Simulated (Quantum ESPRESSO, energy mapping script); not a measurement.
**Spin model of MnS (Browneite) from collinear orders**

Wanted: the magnetic order of MnS (Browneite), its couplings and an estimate of its ordering temperature, by PBE+U (5 eV), QE, GBRV.

Main program and level: Quantum ESPRESSO 7.5; PBE with U = 5 eV on Mn d, ortho-atomic projectors; plane waves, U on orthogonalised atomic orbitals unless named otherwise, collinear spin, no spin–orbit coupling.

### Step 1. Set-up

It takes space group F-43m (No. 216, cubic). Conventional cell: a = 5.600 Å, b = 5.600 Å, c = 5.600 Å, α = 90.00°, β = 90.00°, γ = 90.00°. Nearest to Mn lie 4 S at 2.42 Å. Nearest to S lie 4 Mn at 2.42 Å. Farther neighbours and most contacts between anions are not listed.

The U corrects the self-interaction that lets semilocal functionals spread d and f electrons too far. Its value here is typed, not computed. These runs use Quantum ESPRESSO.

### Step 2. Parallel start in cell A (4 atoms)

Each cell gets its own parallel run on the same mesh, so that most of the mesh error cancels in the differences.

The potential files are GBRV's for PBE; pw.x takes the functional from them.

pw.in reads:

```
&control
  calculation = 'scf'
  prefix = 'pw'
  outdir = './tmp/'
  pseudo_dir = './pseudo/'
  verbosity = 'low'
/
&system
  ibrav = 0
  nat = 4
  ntyp = 2
  ecutwfc = 45
  ecutrho = 360
  nbnd = 38
  occupations = 'smearing'
  smearing = 'fd'
  degauss = 0.00367493
  nspin = 2
  starting_magnetization(1) = 0.3000
/
&electrons
  conv_thr = 1.0e-08
  electron_maxstep = 120
  mixing_beta = 0.3
  mixing_mode = 'plain'
/
ATOMIC_SPECIES
  Mn 54.9380 Mn.upf
  S 32.0600 S.upf
CELL_PARAMETERS angstrom
  0.00000000 -2.80000000 -2.80000000
  0.00000000 2.80000000 -2.80000000
  5.60000000 0.00000000 0.00000000
ATOMIC_POSITIONS crystal
  Mn 0.50000000 0.50000000 0.50000000
  Mn 0.00000000 0.00000000 0.00000000
  S 0.00000000 0.50000000 0.75000000
  S 0.50000000 0.00000000 0.25000000
K_POINTS automatic
  5 5 4 0 0 0
HUBBARD {ortho-atomic}
U Mn-3d 5
```

The run is started by

```sh
> OMP_NUM_THREADS=1 mpirun -n 4 pw.x -nk 4 -in pw.in > pw.out
```

The program printed:

```text
Program PWSCF v.7.5 starts
[...]
unit-cell volume          =     592.5578 (a.u.)^3
     number of atoms/cell      =            4
[...]
number of electrons       =        42.00
     number of Kohn-Sham states=           38
     kinetic-energy cutoff     =      45.0000  Ry
     charge density cutoff     =     360.0000  Ry
     scf convergence threshold =      1.0E-08
[...]
Exchange-correlation=  SLA  PW   PBX  PBC
[...]
Hubbard projectors: ortho-atomic
     Hubbard parameters of DFT+U (Dudarev formulation) in eV:
[...]
atomic species   magnetization
[...]
8 Sym. Ops. (no inversion) found
[...]
number of k points=    18  Fermi-Dirac smearing, width (Ry)=  0.0037
[...]
Number of occupied Hubbard levels =   10.0000
     Atomic wfc used for Hubbard projectors are orthogonalized
[...]
iteration #  1     ecut=    45.00 Ry     beta= 0.30
[...]
Number of occupied Hubbard levels =    9.9595
     total energy              =    -470.45266550 Ry
     estimated scf accuracy    <       0.99626828 Ry
     total magnetization       =    10.00 Bohr mag/cell
     absolute magnetization    =    10.00 Bohr mag/cell
     iteration #  2     ecut=    45.00 Ry     beta= 0.30
[...]
total energy              =    -470.61599906 Ry
     estimated scf accuracy    <       0.05385169 Ry
     total magnetization       =    10.00 Bohr mag/cell
     absolute magnetization    =    10.00 Bohr mag/cell
     iteration #  3     ecut=    45.00 Ry     beta= 0.30
[...]
total energy              =    -470.63346290 Ry
     estimated scf accuracy    <       0.01952455 Ry
     total magnetization       =    10.00 Bohr mag/cell
     absolute magnetization    =    10.00 Bohr mag/cell
     iteration #  4     ecut=    45.00 Ry     beta= 0.30
[...]
total energy              =    -470.63461003 Ry
     estimated scf accuracy    <       0.00199944 Ry
     total magnetization       =    10.00 Bohr mag/cell
     absolute magnetization    =    10.00 Bohr mag/cell
     iteration #  5     ecut=    45.00 Ry     beta= 0.30
[...]
total energy              =    -470.63509383 Ry
     estimated scf accuracy    <       0.00010421 Ry
     total magnetization       =    10.00 Bohr mag/cell
     absolute magnetization    =    10.00 Bohr mag/cell
     iteration #  6     ecut=    45.00 Ry     beta= 0.30
[...]
total energy              =    -470.63510936 Ry
     estimated scf accuracy    <       0.00003283 Ry
     total magnetization       =    10.00 Bohr mag/cell
     absolute magnetization    =    10.00 Bohr mag/cell
     iteration #  7     ecut=    45.00 Ry     beta= 0.30
[...]
total energy              =    -470.63512015 Ry
     estimated scf accuracy    <       0.00005367 Ry
     total magnetization       =    10.00 Bohr mag/cell
     absolute magnetization    =    10.00 Bohr mag/cell
     iteration #  8     ecut=    45.00 Ry     beta= 0.30
[...]
total energy              =    -470.63513162 Ry
     estimated scf accuracy    <       0.00000016 Ry
     total magnetization       =    10.00 Bohr mag/cell
     absolute magnetization    =    10.00 Bohr mag/cell
     iteration #  9     ecut=    45.00 Ry     beta= 0.30
[...]
total energy              =    -470.63513194 Ry
     estimated scf accuracy    <       0.00000004 Ry
     total magnetization       =    10.00 Bohr mag/cell
     absolute magnetization    =    10.00 Bohr mag/cell
     iteration # 10     ecut=    45.00 Ry     beta= 0.30
[...]
Magnetic moment per site  (integrated on atomic sphere of radius R)
     atom   1 (R=0.253)  charge= 12.8982  magn=  4.3917
     atom   2 (R=0.253)  charge= 12.8988  magn=  4.3920
     atom   3 (R=0.253)  charge=  4.2587  magn=  0.0325
     atom   4 (R=0.253)  charge=  4.2587  magn=  0.0325
     End of self-consistent calculation
     =================== HUBBARD OCCUPATIONS ===================
     ------------------------ ATOM    1 ------------------------
     Tr[ns(  1)] (up, down, total) =   4.96179  0.23444  5.19624
     Atomic magnetic moment for atom   1 =   4.72735
     SPIN  1
     eigenvalues:
       0.990  0.990  0.990  0.996  0.996
     eigenvectors (columns):
      -0.000 -0.000  0.000  0.500 -0.866
       0.000 -0.241  0.971 -0.000  0.000
       1.000  0.000 -0.000 -0.000 -0.000
      -0.000  0.000 -0.000 -0.866 -0.500
      -0.000  0.971  0.241  0.000  0.000
     occupation matrix ns (before diag.):
       0.996 -0.000  0.000  0.000  0.000
      -0.000  0.990 -0.000  0.000  0.000
       0.000 -0.000  0.990  0.000  0.000
       0.000  0.000  0.000  0.996 -0.000
[...]
SPIN  2
     eigenvalues:
[...]
eigenvectors (columns):
[...]
occupation matrix ns (before diag.):
[...]
------------------------ ATOM    2 ------------------------
     Tr[ns(  2)] (up, down, total) =   4.96179  0.23444  5.19624
     Atomic magnetic moment for atom   2 =   4.72735
     SPIN  1
     eigenvalues:
[...]
eigenvectors (columns):
[...]
occupation matrix ns (before diag.):
[...]
SPIN  2
     eigenvalues:
[...]
eigenvectors (columns):
[...]
occupation matrix ns (before diag.):
       0.020 -0.000 -0.000  0.000  0.000
      -0.000  0.065 -0.000  0.000  0.000
      -0.000 -0.000  0.065  0.000  0.000
       0.000  0.000  0.000  0.020 -0.000
       0.000  0.000  0.000 -0.000  0.065
     Number of occupied Hubbard levels =   10.3925
 ------ SPIN UP ------------
          k = 0.0000 0.0000 0.0000 (  2983 PWs)   bands (ev):
   -75.0680 -75.0678 -43.7966 -43.7946 -43.7946 -43.7933 -43.7932 -43.7932
    -6.2382  -5.4814   0.4664   0.5642   0.5642   0.5646   1.2650   1.2650
     1.4410   1.4412   1.6318   1.7784   3.1614   4.6043   4.6043   7.0891
     7.0891   7.0894   8.4544  10.0348  11.7096  13.2575  13.2575  13.2583
    16.6580  18.0386  18.0390  18.1727  18.1727  18.9403
          k = 0.1768 0.0000 0.0000 (  3015 PWs)   bands (ev):
   -75.0680 -75.0679 -43.7961 -43.7944 -43.7944 -43.7939 -43.7934 -43.7934
    -6.1307  -5.5939   0.4898   0.5348   0.6394   0.6394   1.1226   1.1226
     1.3957   1.4686   1.4708   1.6035   3.8505   4.9533   4.9533   6.2038
     6.6738   6.6738   9.5219  10.2561  11.8403  12.6978  13.7770  13.7770
    15.7564  16.3713  16.7800  16.7800  18.1384  18.7639
          k =-0.3536 0.0000-0.0000 (  2982 PWs)   bands (ev):
   -75.0679 -75.0679 -43.7950 -43.7950 -43.7939 -43.7939 -43.7939 -43.7939
    -5.8652  -5.8652   0.5010   0.5010   0.8502   0.8502   0.8502   0.8502
[...]
15.0656  15.0656  15.0656  15.0656  18.4151  18.4151
          k = 0.0000 0.1414-0.1414 (  2996 PWs)   bands (ev):
[...]
15.8033  16.3598  16.8077  17.1122  17.5215  19.1258
          k = 0.1768 0.1414-0.1414 (  3014 PWs)   bands (ev):
[...]
14.5823  15.6051  16.9496  17.3366  17.5321  18.5385
          k =-0.3536 0.1414-0.1414 (  3008 PWs)   bands (ev):
[...]
14.5286  14.5286  16.6933  16.6933  18.5542  18.5542
          k = 0.0000 0.2828-0.2828 (  3028 PWs)   bands (ev):
[...]
14.4470  14.9124  16.4110  17.5470  17.7680  18.9257
          k = 0.1768 0.2828-0.2828 (  3010 PWs)   bands (ev):
[...]
14.3481  14.8310  17.4033  18.1339  18.3076  18.5710
          k =-0.3536 0.2828-0.2828 (  3004 PWs)   bands (ev):
[...]
14.3832  14.3832  18.1784  18.1785  18.8375  18.8375
          k = 0.0000 0.0000-0.2828 (  3009 PWs)   bands (ev):
[...]
14.5540  14.9790  15.3665  18.2873  18.5561  20.1796
          k = 0.1768 0.0000-0.2828 (  3025 PWs)   bands (ev):
[...]
k =-0.3536 0.0000-0.2828 (  3034 PWs)   bands (ev):
[...]
k = 0.0000 0.1414-0.4243 (  3027 PWs)   bands (ev):
[...]
k = 0.1768 0.1414-0.4243 (  3028 PWs)   bands (ev):
[...]
k =-0.3536 0.1414-0.4243 (  3016 PWs)   bands (ev):
[...]
k = 0.0000 0.0000-0.5657 (  3048 PWs)   bands (ev):
[...]
k = 0.1768 0.0000-0.5657 (  3029 PWs)   bands (ev):
[...]
k =-0.3536 0.0000-0.5657 (  3028 PWs)   bands (ev):
[...]
------ SPIN DOWN ----------
          k = 0.0000 0.0000 0.0000 (  2983 PWs)   bands (ev):
[...]
k = 0.1768 0.0000 0.0000 (  3015 PWs)   bands (ev):
[...]
k =-0.3536 0.0000-0.0000 (  2982 PWs)   bands (ev):
[...]
k =-0.3536 0.1414-0.1414 (  3008 PWs)   bands (ev):
[...]
k =-0.3536 0.2828-0.2828 (  3004 PWs)   bands (ev):
[...]
k = 0.1768 0.0000-0.2828 (  3025 PWs)   bands (ev):
[...]
k =-0.3536 0.0000-0.2828 (  3034 PWs)   bands (ev):
[...]
k = 0.0000 0.1414-0.4243 (  3027 PWs)   bands (ev):
[...]
k = 0.1768 0.1414-0.4243 (  3028 PWs)   bands (ev):
[...]
15.9226  16.3393  18.0634  18.4046  19.6998  19.7203
          k =-0.3536 0.1414-0.4243 (  3016 PWs)   bands (ev):
[...]
15.8197  15.8197  18.7037  18.7038  19.6034  19.6035
          k = 0.0000 0.0000-0.5657 (  3048 PWs)   bands (ev):
[...]
17.3469  18.1288  18.1289  19.0786  19.5144  20.3323
          k = 0.1768 0.0000-0.5657 (  3029 PWs)   bands (ev):
[...]
11.2115  11.2392  13.0473  13.1654  14.0386  14.2643  15.5779  16.4387
    16.8950  17.3569  18.1925  18.3343  19.7450  20.3253
          k =-0.3536 0.0000-0.5657 (  3028 PWs)   bands (ev):
   -69.9054 -69.9054 -38.7469 -38.7469 -38.7458 -38.7458 -38.7447 -38.7447
    -5.1385  -5.1385   3.0907   3.0908   3.4444   3.4444   4.3395   4.3395
     9.1985   9.1985  10.0833  10.0834  10.6668  10.6668  11.0609  11.0609
    11.4350  11.4351  13.8617  13.8618  14.1848  14.1848  14.9631  14.9631
    16.4470  16.4471  18.6327  18.6328  19.6147  19.6147
     the Fermi energy is     7.8004 ev
!    total energy              =    -470.63513209 Ry
     estimated scf accuracy    <          2.3E-09 Ry
     smearing contrib. (-TS)   =      -0.00000000 Ry
     internal energy E=F+TS    =    -470.63513209 Ry
     The total energy is F=E-TS. E is the sum of the following terms:
     one-electron contribution =    -315.39639169 Ry
     hartree contribution      =     168.56586217 Ry
     xc contribution           =     -70.46213193 Ry
     ewald contribution        =    -253.43760863 Ry
     Hubbard energy            =       0.09513799 Ry
     total magnetization       =    10.00 Bohr mag/cell
     absolute magnetization    =    10.00 Bohr mag/cell
     convergence has been achieved in  10 iterations
=------------------------------------------------------------------------------=
   JOB DONE.
=------------------------------------------------------------------------------=
```

Run time: 17 s. Hardware: 4 MPI ranks of Arm Neoverse V2, shared host; peak memory 0.46 GiB; 69 s of CPU time.

Spin moment in the sphere by atom:

```
atom  spin moment in the sphere (μB)
 Mn1                            4.39
 Mn2                            4.39
  S3                            0.03
  S4                            0.03
```

The run ends ferromagnetic.

### Step 3. Run 2 (compensated +−; cell A, 4 atoms)

This order reverses 8 of the 12 neighbours at 3.96 Å, 0 of the 6 neighbours at 5.60 Å and 16 of the 24 neighbours at 6.86 Å, counted for an average magnetic atom.

pw.in: that of step 2 with these lines changed.

```diff
@@ -10,6 +10,6 @@
   nat = 4
-  ntyp = 2
+  ntyp = 3
   ecutwfc = 45
   ecutrho = 360
-  nbnd = 38
+  nbnd = 33
   occupations = 'smearing'
@@ -19,2 +19,3 @@
   starting_magnetization(1) = 0.3000
+  starting_magnetization(2) = -0.3000
 /
@@ -27,3 +28,4 @@
 ATOMIC_SPECIES
-  Mn 54.9380 Mn.upf
+  Mn1 54.9380 Mn.upf
+  Mn2 54.9380 Mn.upf
   S 32.0600 S.upf
@@ -34,4 +36,4 @@
 ATOMIC_POSITIONS crystal
-  Mn 0.50000000 0.50000000 0.50000000
-  Mn 0.00000000 0.00000000 0.00000000
+  Mn1 0.50000000 0.50000000 0.50000000
+  Mn2 0.00000000 0.00000000 0.00000000
   S 0.00000000 0.50000000 0.75000000
@@ -41,2 +43,3 @@
 HUBBARD {ortho-atomic}
-U Mn-3d 5
+U Mn1-3d 5
+U Mn2-3d 5
```

The program printed:

```text
[banner, memory and clock lines left out]
Program PWSCF v.7.5 starts
[...]
unit-cell volume          =     592.5578 (a.u.)^3
     number of atoms/cell      =            4
[...]
number of electrons       =        42.00
     number of Kohn-Sham states=           33
     kinetic-energy cutoff     =      45.0000  Ry
     charge density cutoff     =     360.0000  Ry
     scf convergence threshold =      1.0E-08
[...]
Exchange-correlation=  SLA  PW   PBX  PBC
[...]
Hubbard projectors: ortho-atomic
     Hubbard parameters of DFT+U (Dudarev formulation) in eV:
[...]
atomic species   magnetization
[...]
8 Sym. Ops. (no inversion) found
[...]
number of k points=    18  Fermi-Dirac smearing, width (Ry)=  0.0037
[...]
Number of occupied Hubbard levels =   10.0000
     Atomic wfc used for Hubbard projectors are orthogonalized
[...]
iteration #  1     ecut=    45.00 Ry     beta= 0.30
[...]
Number of occupied Hubbard levels =    9.9633
     total energy              =    -470.44909230 Ry
     estimated scf accuracy    <       1.03384100 Ry
     total magnetization       =    -0.00 Bohr mag/cell
     absolute magnetization    =     9.58 Bohr mag/cell
     iteration #  2     ecut=    45.00 Ry     beta= 0.30
[...]
total energy              =    -470.62478610 Ry
     estimated scf accuracy    <       0.05365425 Ry
     total magnetization       =    -0.00 Bohr mag/cell
     absolute magnetization    =     9.70 Bohr mag/cell
     iteration #  3     ecut=    45.00 Ry     beta= 0.30
[...]
total energy              =    -470.64437525 Ry
     estimated scf accuracy    <       0.02151110 Ry
     total magnetization       =     0.00 Bohr mag/cell
     absolute magnetization    =     9.69 Bohr mag/cell
[...]
total energy              =    -470.64714157 Ry
[...]
iteration # 11     ecut=    45.00 Ry     beta= 0.30
[...]
total energy              =    -470.64714155 Ry
     estimated scf accuracy    <       0.00000015 Ry
     total magnetization       =     0.00 Bohr mag/cell
     absolute magnetization    =     9.75 Bohr mag/cell
     iteration # 12     ecut=    45.00 Ry     beta= 0.30
[...]
Magnetic moment per site  (integrated on atomic sphere of radius R)
     atom   1 (R=0.253)  charge= 12.9023  magn=  4.3345
     atom   2 (R=0.253)  charge= 12.9029  magn= -4.3348
     atom   3 (R=0.253)  charge=  4.2526  magn= -0.0000
[...]
eigenvectors (columns):
[...]
occupation matrix ns (before diag.):
[...]
------------------------ ATOM    2 ------------------------
     Tr[ns(  2)] (up, down, total) =   0.27091  4.95449  5.22540
     Atomic magnetic moment for atom   2 =  -4.68358
     SPIN  1
     eigenvalues:
[...]
eigenvectors (columns):
[...]
occupation matrix ns (before diag.):
[...]
SPIN  2
     eigenvalues:
[...]
eigenvectors (columns):
[...]
occupation matrix ns (before diag.):
[...]
-0.000  0.000  0.000  0.996 -0.000
       0.000  0.000  0.000 -0.000  0.988
     Number of occupied Hubbard levels =   10.4508
 ------ SPIN UP ------------
          k = 0.0000 0.0000 0.0000 (  2983 PWs)   bands (ev):
   -75.0228 -69.9128 -43.7538 -43.7469 -43.7469 -38.7530 -38.7530 -38.7498
    -6.1597  -5.3186   0.8856   0.9325   0.9325   1.1534   1.5817   2.9669
     4.2272   4.2272   5.7144   6.0252   6.0252   8.8560   9.5969  10.1109
[...]
16.9457
          k = 0.1768 0.0000 0.0000 (  3015 PWs)   bands (ev):
[...]
16.1537
          k =-0.3536 0.0000-0.0000 (  2982 PWs)   bands (ev):
[...]
15.8438
          k = 0.0000 0.1414-0.1414 (  2996 PWs)   bands (ev):
[...]
k = 0.1768 0.1414-0.1414 (  3014 PWs)   bands (ev):
[...]
k =-0.3536 0.1414-0.1414 (  3008 PWs)   bands (ev):
[...]
k = 0.0000 0.2828-0.2828 (  3028 PWs)   bands (ev):
[...]
k =-0.3536 0.2828-0.2828 (  3004 PWs)   bands (ev):
[...]
------ SPIN DOWN ----------
          k = 0.0000 0.0000 0.0000 (  2983 PWs)   bands (ev):
[...]
k = 0.1768 0.0000 0.0000 (  3015 PWs)   bands (ev):
[...]
k =-0.3536 0.1414-0.4243 (  3016 PWs)   bands (ev):
[...]
k = 0.0000 0.0000-0.5657 (  3048 PWs)   bands (ev):
[...]
k = 0.1768 0.0000-0.5657 (  3029 PWs)   bands (ev):
[...]
16.4722
          k =-0.3536 0.0000-0.5657 (  3028 PWs)   bands (ev):
[...]
2.9962   3.6724   3.9821   4.5876   4.7381   9.7675   9.8600  10.5100
    10.6734  10.9535  12.9643  12.9696  13.1339  14.0561  14.1721  14.7916
    15.9218
     the Fermi energy is     7.2773 ev
!    total energy              =    -470.64714161 Ry
     estimated scf accuracy    <          4.3E-09 Ry
     smearing contrib. (-TS)   =      -0.00000000 Ry
     internal energy E=F+TS    =    -470.64714161 Ry
     The total energy is F=E-TS. E is the sum of the following terms:
     one-electron contribution =    -315.46835995 Ry
     hartree contribution      =     168.58370283 Ry
     xc contribution           =     -70.43447717 Ry
     ewald contribution        =    -253.43760863 Ry
     Hubbard energy            =       0.10960131 Ry
     total magnetization       =     0.00 Bohr mag/cell
     absolute magnetization    =     9.75 Bohr mag/cell
     convergence has been achieved in  12 iterations
```

Wall time 19 s (4 MPI ranks); peak memory 0.62 GiB.

Spin moment in the sphere by atom:

```
atom  spin moment in the sphere (μB)
 Mn1                            4.33
 Mn2                           -4.33
  S3                            0.00
  S4                            0.00
```

The run ends antiferromagnetic, 81.70 meV a magnetic atom below the parallel order of its cell.

### Step 4. Parallel start in cell B (4 atoms)

A new cell needs its own zero of energy.

This run holds the same structure in another cell (c 5.600 → 6.859 Å, α 90.0 → 73.2°, β 90.0 → 73.2°, γ 90.0 → 60.0°).

pw.in reads:

```
&control
  calculation = 'scf'
  prefix = 'pw'
  outdir = './tmp/'
  pseudo_dir = './pseudo/'
  verbosity = 'low'
/
&system
  ibrav = 0
  nat = 4
  ntyp = 2
  ecutwfc = 45
  ecutrho = 360
  nbnd = 38
  occupations = 'smearing'
  smearing = 'fd'
  degauss = 0.00367493
  nspin = 2
  starting_magnetization(1) = 0.3000
/
&electrons
  conv_thr = 1.0e-08
  electron_maxstep = 120
  mixing_beta = 0.3
  mixing_mode = 'plain'
/
ATOMIC_SPECIES
  Mn 54.9380 Mn.upf
  S 32.0600 S.upf
CELL_PARAMETERS angstrom
  0.00000000 -2.80000000 -2.80000000
  -2.80000000 0.00000000 -2.80000000
  2.80000000 2.80000000 -5.60000000
ATOMIC_POSITIONS crystal
  Mn 0.50000000 0.50000000 0.50000000
  Mn 0.00000000 0.00000000 0.00000000
  S 0.12500000 0.12500000 0.62500000
  S 0.62500000 0.62500000 0.12500000
K_POINTS automatic
  6 6 6 0 0 0
HUBBARD {ortho-atomic}
U Mn-3d 5
```

The program printed:

```text
[banner, memory and clock lines left out]
Program PWSCF v.7.5 starts
[...]
unit-cell volume          =     592.5578 (a.u.)^3
     number of atoms/cell      =            4
[...]
number of electrons       =        42.00
     number of Kohn-Sham states=           38
     kinetic-energy cutoff     =      45.0000  Ry
     charge density cutoff     =     360.0000  Ry
[...]
The total energy is F=E-TS. E is the sum of the following terms:
     one-electron contribution =    -315.39511600 Ry
     hartree contribution      =     168.56405756 Ry
     xc contribution           =     -70.46174470 Ry
     ewald contribution        =    -253.43760863 Ry
     Hubbard energy            =       0.09513343 Ry
     total magnetization       =    10.00 Bohr mag/cell
     absolute magnetization    =    10.00 Bohr mag/cell
     convergence has been achieved in  10 iterations
[key lines of the parts left out:]
!    total energy              =    -470.63527834 Ry
the Fermi energy is     7.8047 ev
```

Run time: 31 s. Hardware: 4 MPI ranks; peak memory 0.61 GiB; 2 min of CPU time.

The run ends ferromagnetic. For each magnetic atom its energy differs from the parallel run of the first cell by -0.99 meV, an error that one common reference would have brought in.

[end of part 1 of 3]

[Logs and program files are shortened in this print: banners, set-up blocks, solver, clock and traceback lines can be left out without a mark of their own.]

[Logs are printed without paths, hosts, clocks, repeated set-up lines and the standing remarks that a program may print on its own settings, such as how far it seeks lower states.]

[Hosts, paths, dates, database ids (printed as entryN), source tags and the programs' standing remarks are cut or masked in the printed files.]

[Where a cell is said to come from a database of computed structures, the database is the Materials Project.]
